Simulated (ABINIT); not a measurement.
# A GW chain in ABINIT: GaAs (F-43m), part 2 of 3

Aim: the G0W0 gap of GaAs (F-43m) on PBE, step by step.

ABINIT 10.8.3; PBE and many-body steps on it, plane waves. Known limits of the many-body steps: not at the basis limit; screening runs away on this mesh; no spin-orbit coupling; coarse k mesh.

So far. Step 2 (Ground state): The gap is direct, at Γ.

### 3. Bands along the symmetry lines

Level of this step: DFT, PBE, plane waves, norm-conserving pseudopotentials (ABINIT).

The cheap functional maps the bands first; the places of the edges decide which points the dearer methods must see.

run.abi

```
acell 3*1.0 Angstrom
rprim 
  0.000000000000 2.826850000000 2.826850000000
  2.826850000000 0.000000000000 2.826850000000
  2.826850000000 2.826850000000 -0.000000000000
ntypat 2
znucl 31 33
natom 2
typat 1 2
xred 
  0.000000000000 0.000000000000 0.000000000000
  0.250000000000 0.250000000000 0.250000000000
pp_dirpath "pseudos"
pseudos "Ga.upf, As.upf"
ecut 45
iscf -2
irdden 1
kptopt 0
nkpt 50
kpt 
  0.00000000 0.00000000 0.00000000
  -0.06250000 -0.06250000 0.00000000
  -0.12500000 -0.12500000 0.00000000
  -0.18750000 -0.18750000 0.00000000
  -0.25000000 -0.25000000 0.00000000
  -0.31250000 -0.31250000 0.00000000
  -0.37500000 -0.37500000 0.00000000
  -0.43750000 -0.43750000 0.00000000
  -0.50000000 -0.50000000 0.00000000
  -0.48437500 -0.48437500 0.03125000
  -0.46875000 -0.46875000 0.06250000
  -0.45312500 -0.45312500 0.09375000
  -0.43750000 -0.43750000 0.12500000
  -0.42187500 -0.42187500 0.15625000
  -0.40625000 -0.40625000 0.18750000
  -0.39062500 -0.39062500 0.21875000
  -0.37500000 -0.37500000 0.25000000
  -0.37500000 0.00000000 0.37500000
  -0.32812500 0.00000000 0.32812500
  -0.28125000 0.00000000 0.28125000
  -0.23437500 0.00000000 0.23437500
  -0.18750000 0.00000000 0.18750000
  -0.14062500 0.00000000 0.14062500
  -0.09375000 0.00000000 0.09375000
  -0.04687500 0.00000000 0.04687500
  0.00000000 0.00000000 0.00000000
  0.00000000 0.00000000 0.06250000
  0.00000000 0.00000000 0.12500000
  0.00000000 0.00000000 0.18750000
  0.00000000 0.00000000 0.25000000
  0.00000000 0.00000000 0.31250000
  0.00000000 0.00000000 0.37500000
  0.00000000 0.00000000 0.43750000
  -0.00000000 -0.00000000 0.50000000
  -0.06250000 -0.03125000 0.46875000
  -0.12500000 -0.06250000 0.43750000
  -0.18750000 -0.09375000 0.40625000
  -0.25000000 -0.12500000 0.37500000
  -0.31250000 -0.15625000 0.34375000
  -0.37500000 -0.18750000 0.31250000
  -0.43750000 -0.21875000 0.28125000
  -0.50000000 -0.25000000 0.25000000
  -0.50000000 -0.28125000 0.21875000
  -0.50000000 -0.31250000 0.18750000
  -0.50000000 -0.34375000 0.15625000
  -0.50000000 -0.37500000 0.12500000
  -0.50000000 -0.40625000 0.09375000
  -0.50000000 -0.43750000 0.06250000
  -0.50000000 -0.46875000 0.03125000
  -0.50000000 -0.50000000 0.00000000
istwfk *1
nband 29
nbdbuf 2
tolwfr 1e-08
nstep 40
prtwf 0
prtvol 0
indata_prefix "in"
outdata_prefix "out"
tmpdata_prefix "tmp"
```

Launch:

```
OMP_NUM_THREADS=1 mpirun -n 4 abinit run.abi > log
```

Numbers of over 12 decimals in the logs are rounded to 6 here.

The log of the run:

```text
.Version 10.8.3 of ABINIT. v10.8.2 released Aug 2026.

 Symmetries : space group F-4 3 m (#216); Bravais cF (face-center cubic)
[... echo of the input left out ...]
== DATASET  1 ==================================================================
-   mpi_nproc: 4, omp_nthreads: 1 (-1 if OMP is not activated)

--- !DatasetInfo
iteration_state: {dtset: 1, }
dimensions: {natom: 2, nkpt: 50, mband: 29, nsppol: 1, nspinor: 1, nspden: 1, mpw: 4477, }
cutoff_energies: {ecut:  45.0, pawecutdg:  -1.0, }
electrons: {nelect:   4.40000000E+01, charge:   0.00000000E+00, occopt:   1.00000000E+00, tsmear:   1.00000000E-02, }

 Real(R)+Recip(G) space primitive vectors, cartesian coordinates (Bohr,Bohr^-1):
 R(1)=  0.0000000  5.3419723  5.3419723  G(1)= -0.0935984  0.0935984  0.0935984
 R(2)=  5.3419723  0.0000000  5.3419723  G(2)=  0.0935984 -0.0935984  0.0935984
 R(3)=  5.3419723  5.3419723  0.0000000  G(3)=  0.0935984  0.0935984 -0.0935984
 Unit cell volume ucvol=  3.0488418E+02 bohr^3
 Angles (23,13,12)=  6.00000000E+01  6.00000000E+01  6.00000000E+01 degrees

 getcut: wavevector=  0.0000  0.0000  0.0000  ngfft=  48  48  48
         ecut(hartree)=     45.000   => boxcut(ratio)=   2.10404

--- Pseudopotential description ------------------------------------------------
- Ga Generated using ONCVPSP code by D. R. Hamann
- 31.00000  21.00000  171031                  znucl, zion, pspdat
12 -101130 2 -1 1902                          pspcod,pspxc,lmax,lloc,mmax
     nproj     2     2     2
  pspatm : epsatm=   21.85474337
         --- l  ekb(1:nproj) -->
             0    4.962806   -1.220223
             1   -5.679278   -1.350476
             2  -10.596651   -3.839775
 pspatm: atomic psp has been read  and splines computed

- As Generated using ONCVPSP code by D. R. Hamann
- 33.00000  23.00000  171031                  znucl, zion, pspdat
12 -101130 2 -1 1358                          pspcod,pspxc,lmax,lloc,mmax
     nproj     2     2     2
  pspatm : epsatm=   24.77333152
         --- l  ekb(1:nproj) -->
[...]
pspatm: atomic psp has been read  and splines computed

--------------------------------------------------------------------------------

================================================================================
 prteigrs : about to open file out_EIG
 Non-SCF case, kpt    1 (  0.00000  0.00000  0.00000), residuals and eigenvalues=
  7.95E-09  4.10E-09  8.72E-10  4.22E-09  1.87E-09  2.51E-09  6.84E-09  4.92E-09
  4.52E-09  6.80E-09  5.31E-09  1.63E-09  2.65E-09  3.05E-09  6.31E-09  5.72E-09
  3.83E-09  3.66E-09  7.04E-09  2.25E-09  2.99E-09  6.38E-09  8.69E-09  9.63E-09
  3.50E-09  7.40E-09  6.12E-09  1.08E-06  2.68E-05
 -6.5841E+00 -5.0788E+00 -4.5024E+00 -4.5024E+00 -4.5024E+00 -3.2656E+00
 -3.2656E+00 -3.2656E+00 -1.0842E+00 -1.0842E+00 -1.0842E+00 -1.0838E+00
 -1.0838E+00 -3.3685E-01 -3.3685E-01 -3.3685E-01 -3.3402E-01 -3.3402E-01
[...]
1.73E-09  1.85E-09  3.51E-09  1.38E-07  1.65E-05
[...]
Non-SCF case, kpt    3 ( -0.12500 -0.12500  0.00000), residuals and eigenvalues=
[...]
Non-SCF case, kpt   49 ( -0.50000 -0.46875  0.03125), residuals and eigenvalues=
[...]
Non-SCF case, kpt   50 ( -0.50000 -0.50000  0.00000), residuals and eigenvalues=
[...]
-1.0837E+00 -3.4072E-01 -3.3464E-01 -3.3464E-01 -3.3460E-01 -3.3301E-01
 -1.6768E-01 -4.2359E-02  1.0989E-01  1.0989E-01  2.6225E-01  2.6928E-01
[...]
--- !ResultsGS
iteration_state: {dtset: 1, }
comment   : Summary of ground state results
lattice_vectors:
- [  0.0000000,   5.3419723,   5.3419723, ]
- [  5.3419723,   0.0000000,   5.3419723, ]
- [  5.3419723,   5.3419723,  -0.0000000, ]
lattice_lengths: [   7.55469,    7.55469,    7.55469, ]
lattice_angles: [ 60.000,  60.000,  60.000, ] # degrees, (23, 13, 12)
lattice_volume:   3.0488418E+02
convergence: {deltae:  0.000E+00, res2:  0.000E+00, residm:  9.967E-09, diffor:  0.000E+00, }
etotal    :  -5.53587247E+02
entropy   :   0.00000000E+00
fermie    :   2.08235878E-01
cartesian_stress_tensor: null
pressure_GPa: null
xred      :
- [  0.0000E+00,   0.0000E+00,   0.0000E+00, Ga]
- [  2.5000E-01,   2.5000E-01,   2.5000E-01, As]
cartesian_forces: null
force_length_stats: {min: null, max: null, mean: null, }

 Integrated electronic density in atomic spheres:
 ------------------------------------------------
 Atom  Sphere_radius  Integrated_density
[...]
================================================================================

 ----iterations are completed or convergence reached----

 Mean square residual over all n,k,spin=   48.042E-10; max=  99.673E-10
 reduced coordinates (array xred) for    2 atoms
       0.000000000000      0.000000000000      0.000000000000
       0.250000000000      0.250000000000      0.250000000000

 cartesian coordinates (angstrom) at end:
    1      0.000000     0.000000     0.000000
    2      1.413425     1.413425     1.413425
 length scales=  1.889726125908  1.889726125908  1.889726125908 bohr
              =  1.000000000000  1.000000000000  1.000000000000 angstroms
 prteigrs : about to open file out_EIG
 Eigenvalues (hartree) for nkpt=  50  k points:
 kpt#   1, nband= 29, wtk=  1.00000, kpt=  0.0000  0.0000  0.0000 (reduced coord)
[...]
kpt#   2, nband= 29, wtk=  1.00000, kpt= -0.0625 -0.0625  0.0000 (reduced coord)
[...]
kpt#   3, nband= 29, wtk=  1.00000, kpt= -0.1250 -0.1250  0.0000 (reduced coord)
[...]
kpt#  49, nband= 29, wtk=  1.00000, kpt= -0.5000 -0.4687  0.0313 (reduced coord)
[...]
0.57609    0.57670    0.61192    0.68199    0.70271
 kpt#  50, nband= 29, wtk=  1.00000, kpt= -0.5000 -0.5000  0.0000 (reduced coord)
[...]
-1.08414   -1.08402   -1.08402   -1.08377   -1.08368   -0.34072   -0.33464   -0.33464
  -0.33460   -0.33301   -0.16768   -0.04236    0.10989    0.10989    0.26225    0.26928
   0.58231    0.58231    0.61197    0.69814    0.70285

== END DATASET(S) ==============================================================
================================================================================

 -outvars: echo values of variables after computation  --------
            nband          29
             nkpt          50
          spgroup         216
 [... the other variables as echoed above ...]

 Calculation completed.
```

Elapsed: 26 s, on 4 MPI ranks of Intel Xeon Platinum 8488C (Sapphire Rapids), shared host; peak memory 0.4 GiB.

This step gave:

- gap: 0.5078 eV
- k of the valence top: 0, 0, 0
- k of the conduction bottom: 0, 0, 0
- least direct gap: 0.5078 eV

The gap is 0.508 eV, as in the run before at this level.

Electronic bands along the path, in eV, zero at the top of the highest filled band:

| point | band 19 | band 20 | band 21 | band 22 | band 23 | band 24 | band 25 | band 26 |
| --- | --- | --- | --- | --- | --- | --- | --- | --- |
| Γ | -12.73 | 0.00 | 0.00 | 0.00 | 0.51 | 3.74 | 3.74 | 3.74 |
| halfway | -11.80 | -4.09 | -1.69 | -1.69 | 1.99 | 3.27 | 6.62 | 6.62 |
| X | -10.23 | -6.82 | -2.68 | -2.68 | 1.47 | 1.66 | 10.18 | 10.18 |
| halfway | -10.22 | -6.77 | -3.20 | -2.57 | 1.66 | 2.57 | 9.21 | 9.43 |
| U | -10.27 | -6.63 | -3.86 | -2.26 | 1.97 | 4.64 | 7.96 | 8.07 |
| jump to K | -10.27 | -6.63 | -3.86 | -2.26 | 1.97 | 4.64 | 7.96 | 8.07 |
| halfway | -11.72 | -4.56 | -2.44 | -0.68 | 2.68 | 4.77 | 4.81 | 5.65 |
| Γ | -12.73 | 0.00 | 0.00 | 0.00 | 0.51 | 3.74 | 3.74 | 3.74 |
| halfway | -12.04 | -4.14 | -0.68 | -0.68 | 1.45 | 4.60 | 4.60 | 5.96 |
| L | -10.97 | -6.64 | -1.14 | -1.14 | 1.00 | 4.65 | 4.65 | 7.76 |
| halfway | -10.63 | -6.49 | -3.22 | -1.94 | 3.03 | 4.18 | 6.35 | 7.70 |
| W | -10.17 | -6.63 | -3.53 | -3.34 | 4.62 | 4.73 | 5.42 | 6.05 |
| halfway | -10.20 | -6.73 | -3.14 | -3.04 | 2.56 | 2.76 | 8.15 | 8.36 |
| X | -10.23 | -6.82 | -2.68 | -2.68 | 1.47 | 1.66 | 10.18 | 10.18 |

The electronic bands as a text plot (rows in eV, shown from -8.0 to 6.5 only):

```
    6.2 |                  +++              +         ++ +++
    5.6 |    +              +++++++                  +  ++++
    5.0 |  ++                   +  ++      + ++   +++    ++
    4.4 |                 +      ++      ++++  +++++++++++++
    3.8 |++              +         ++++++++             +   +
    3.2 |  +++++        +                             ++
    2.6 |  +++  +++    +   ++++++++                  +       ++
    2.0 |     ++   ++ + +++        ++               +         +++
    1.4 | +     ++++++++             +  ++++++++  ++            +
    0.8 |+                            ++        ++
    0.2 |*                           ****
   -0.4 | ***                   ******   ****
   -1.0 | *  *                **   ***  *    ********
   -1.7 |     **           ***   **               ** **
   -2.3 |  **   ***     ***     *  **    **         *  *
   -2.9 |    *     *****      **           *         *  **   ****
   -3.5 |              ***  **   **                   *******
   -4.1 |     **          **                *
   -4.7 |                       *
   -5.3 |       **            **             **
   -5.9 |         *         **                 *
   -6.5 |          **  *****                    ***************
   -7.1 |            **                                        **
   -7.7 |
         Γ           X  U|K            Γ         L        W     X
```

### 4. Empty states on the mesh, 4×4×4 mesh, 103 bands

The sums over transitions need many empty states on a uniform mesh; this step solves for them.

run.abi

```
acell 3*1.0 Angstrom
rprim 
  0.000000000000 2.826850000000 2.826850000000
  2.826850000000 0.000000000000 2.826850000000
  2.826850000000 2.826850000000 -0.000000000000
ntypat 2
znucl 31 33
natom 2
typat 1 2
xred 
  0.000000000000 0.000000000000 0.000000000000
  0.250000000000 0.250000000000 0.250000000000
pp_dirpath "pseudos"
pseudos "Ga.upf, As.upf"
ecut 45
ngkpt 4 4 4
nshiftk 1
shiftk 0 0 0
kptopt 1
chksymbreak 0
iscf -2
irdden 1
istwfk *1
nband 103
nbdbuf 8
tolwfr 1e-09
nstep 60
prtvol 0
indata_prefix "in"
outdata_prefix "out"
tmpdata_prefix "tmp"
```

The log of the run:

```text
.Version 10.8.3 of ABINIT. v10.8.2 released Aug 2026.

 Symmetries : space group F-4 3 m (#216); Bravais cF (face-center cubic)
[... echo of the input left out ...]
== DATASET  1 ==================================================================
-   mpi_nproc: 4, omp_nthreads: 1 (-1 if OMP is not activated)

--- !DatasetInfo
iteration_state: {dtset: 1, }
dimensions: {natom: 2, nkpt: 8, mband: 103, nsppol: 1, nspinor: 1, nspden: 1, mpw: 4477, }
cutoff_energies: {ecut:  45.0, pawecutdg:  -1.0, }
electrons: {nelect:   4.40000000E+01, charge:   0.00000000E+00, occopt:   1.00000000E+00, tsmear:   1.00000000E-02, }

 Real(R)+Recip(G) space primitive vectors, cartesian coordinates (Bohr,Bohr^-1):
 R(1)=  0.0000000  5.3419723  5.3419723  G(1)= -0.0935984  0.0935984  0.0935984
 R(2)=  5.3419723  0.0000000  5.3419723  G(2)=  0.0935984 -0.0935984  0.0935984
 R(3)=  5.3419723  5.3419723  0.0000000  G(3)=  0.0935984  0.0935984 -0.0935984
 Unit cell volume ucvol=  3.0488418E+02 bohr^3
 Angles (23,13,12)=  6.00000000E+01  6.00000000E+01  6.00000000E+01 degrees

 getcut: wavevector=  0.0000  0.0000  0.0000  ngfft=  48  48  48
         ecut(hartree)=     45.000   => boxcut(ratio)=   2.10404

--- Pseudopotential description ------------------------------------------------
- Ga Generated using ONCVPSP code by D. R. Hamann
- 31.00000  21.00000  171031                  znucl, zion, pspdat
12 -101130 2 -1 1902                          pspcod,pspxc,lmax,lloc,mmax
     nproj     2     2     2
  pspatm : epsatm=   21.85474337
         --- l  ekb(1:nproj) -->
             0    4.962806   -1.220223
             1   -5.679278   -1.350476
             2  -10.596651   -3.839775
 pspatm: atomic psp has been read  and splines computed

- As Generated using ONCVPSP code by D. R. Hamann
- 33.00000  23.00000  171031                  znucl, zion, pspdat
12 -101130 2 -1 1358                          pspcod,pspxc,lmax,lloc,mmax
     nproj     2     2     2
  pspatm : epsatm=   24.77333152
         --- l  ekb(1:nproj) -->
[...]
pspatm: atomic psp has been read  and splines computed

--------------------------------------------------------------------------------

================================================================================
 prteigrs : about to open file out_EIG
 Non-SCF case, kpt    1 (  0.00000  0.00000  0.00000), residuals and eigenvalues=
  2.14E-10  2.78E-10  9.24E-11  1.26E-10  1.16E-10  2.00E-10  1.43E-10  1.27E-10
  4.91E-10  1.79E-10  9.08E-11  4.61E-10  3.21E-10  1.93E-10  6.29E-10  1.15E-10
  6.12E-11  6.25E-11  2.49E-10  6.68E-10  2.56E-10  7.81E-10  7.90E-11  8.66E-10
[...]
1.83E-09  2.13E-08  1.38E-07  3.39E-06  2.23E-05  2.40E-06  2.37E-05
 -6.5841E+00 -5.0788E+00 -4.5024E+00 -4.5024E+00 -4.5024E+00 -3.2656E+00
 -3.2656E+00 -3.2656E+00 -1.0842E+00 -1.0842E+00 -1.0842E+00 -1.0838E+00
 -1.0838E+00 -3.3685E-01 -3.3685E-01 -3.3685E-01 -3.3402E-01 -3.3402E-01
[...]
2.9651E+00  2.9855E+00  2.9855E+00  2.9855E+00  3.0220E+00  3.0220E+00
  3.0220E+00  3.0549E+00  3.1138E+00  3.1138E+00  3.1139E+00  3.1199E+00
  3.1199E+00
 prteigrs : prtvol=0 or 1, do not print more k-points.

--- !ResultsGS
iteration_state: {dtset: 1, }
comment   : Summary of ground state results
lattice_vectors:
- [  0.0000000,   5.3419723,   5.3419723, ]
- [  5.3419723,   0.0000000,   5.3419723, ]
- [  5.3419723,   5.3419723,  -0.0000000, ]
lattice_lengths: [   7.55469,    7.55469,    7.55469, ]
lattice_angles: [ 60.000,  60.000,  60.000, ] # degrees, (23, 13, 12)
lattice_volume:   3.0488418E+02
convergence: {deltae:  0.000E+00, res2:  0.000E+00, residm:  9.972E-10, diffor:  0.000E+00, }
etotal    :  -5.53587247E+02
entropy   :   0.00000000E+00
fermie    :   2.08235878E-01
cartesian_stress_tensor: null
pressure_GPa: null
xred      :
- [  0.0000E+00,   0.0000E+00,   0.0000E+00, Ga]
- [  2.5000E-01,   2.5000E-01,   2.5000E-01, As]
cartesian_forces: null
force_length_stats: {min: null, max: null, mean: null, }

 Integrated electronic density in atomic spheres:
 ------------------------------------------------
 Atom  Sphere_radius  Integrated_density
[...]
================================================================================

 ----iterations are completed or convergence reached----

 Mean square residual over all n,k,spin=   37.383E-11; max=  99.717E-11
 reduced coordinates (array xred) for    2 atoms
       0.000000000000      0.000000000000      0.000000000000
       0.250000000000      0.250000000000      0.250000000000

 cartesian coordinates (angstrom) at end:
    1      0.000000     0.000000     0.000000
    2      1.413425     1.413425     1.413425
 length scales=  1.889726125908  1.889726125908  1.889726125908 bohr
              =  1.000000000000  1.000000000000  1.000000000000 angstroms
 prteigrs : about to open file out_EIG
 Eigenvalues (hartree) for nkpt=   8  k points:
 kpt#   1, nband=103, wtk=  0.01563, kpt=  0.0000  0.0000  0.0000 (reduced coord)
[...]
2.62694    2.62694    2.67396    2.74550    2.74550    2.74550    2.93907    2.93907
   2.93907    2.96515    2.96515    2.98546    2.98546    2.98546    3.02196    3.02196
   3.02196    3.05490    3.11383    3.11384    3.11386    3.11990    3.11992
 prteigrs : prtvol=0 or 1, do not print more k-points.

== END DATASET(S) ==============================================================
================================================================================

 -outvars: echo values of variables after computation  --------
            nband         103
             nkpt           8
          spgroup         216
 [... the other variables as echoed above ...]

 Calculation completed.
```

It took 26 s on 4 MPI ranks; peak memory 0.38 GiB; 1.7 min of CPU time.

This step gave:

```
gap                                                           : 0.5078 eV
k of the valence top                                          : 0, 0, 0
k of the conduction bottom                                    : 0, 0, 0
least direct gap                                              : 0.5078 eV
k points computed                                             : 8
lowest point of the top converged band, above the valence top : 70.7099 eV
```

On this mesh the gap is 0.508 eV.

[end of part 2 of 3]

[Paths, hosts, dates, memory and timing lines, banners, echoed tables and standing remarks are left out of the program output.]

[Logs are printed without paths, hosts, clocks, repeated set-up lines and the standing remarks that a program may print on its own settings, such as how far it seeks lower states.]

[Runs of the session that timed out or met a known fault of the program may be left out.]

[Hosts, paths, dates, database ids (printed as entryN), source tags and the programs' standing remarks are cut or masked in the printed files.]

[G0W0 gaps are taken among the corrected bands and points alone; a level outside them can change the order at an edge.]

[Where Ansatz stands beside ABINIT at settings called matched, ABINIT's density can come from a denser mesh and the files from another edition; pairs whose starting gaps differed by over 0.03 eV were left out, so agreement reads better than it is.]
